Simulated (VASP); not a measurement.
A run of VASP 6.6.1 is set up as follows.

Contents of INCAR:

```
SYSTEM = MgH2
PREC     = Accurate       ! precision mode
ENCUT    = 520            ! plane-wave cutoff, eV
EDIFF    = 1E-7           ! SCF threshold, eV
ISMEAR   = -1             ! smearing method
SIGMA    = 0.02           ! smearing width, eV
LREAL    = .False.        ! projectors in reciprocal space
LASPH    = .True.         ! aspherical terms in the spheres
NELM     = 80             ! most SCF steps
ALGO     = Normal         ! electronic algorithm
ISIF     = 2              ! what is computed and relaxed
LWAVE    = .False.        ! write WAVECAR
LCHARG   = .False.        ! write CHGCAR
GGA      = PE             ! functional
NBANDS   = 9              ! bands
```

KPOINTS

```
Automatic mesh
0
Gamma
  8 8 8
  0 0 0
```

Contents of POSCAR:

```
MgH2
1.0
    0.0000000000      2.3649613283      2.3649613283
    2.3649613283      0.0000000000      2.3649613283
    2.3649613283      2.3649613283      0.0000000000
Mg H
1 2
Direct
    0.0000000000      0.0000000000      0.0000000000
    0.2500000000      0.2500000000      0.2500000000
    0.7500000000      0.7500000000      0.7500000000
```

Potentials or basis: VASP PAW PBE potentials, release 64 (Mg, H).

Run with:

```sh
$ cat potpaw_PBE.64/Mg/POTCAR potpaw_PBE.64/H/POTCAR > POTCAR
$ mpirun -np 1 vasp_std > vasp.out
```

Question: Estimate the band gap on the k mesh.

Answer: None (metal or under the smearing width).

Question: What does it give for the pressure?

Answer: 0.5 GPa.
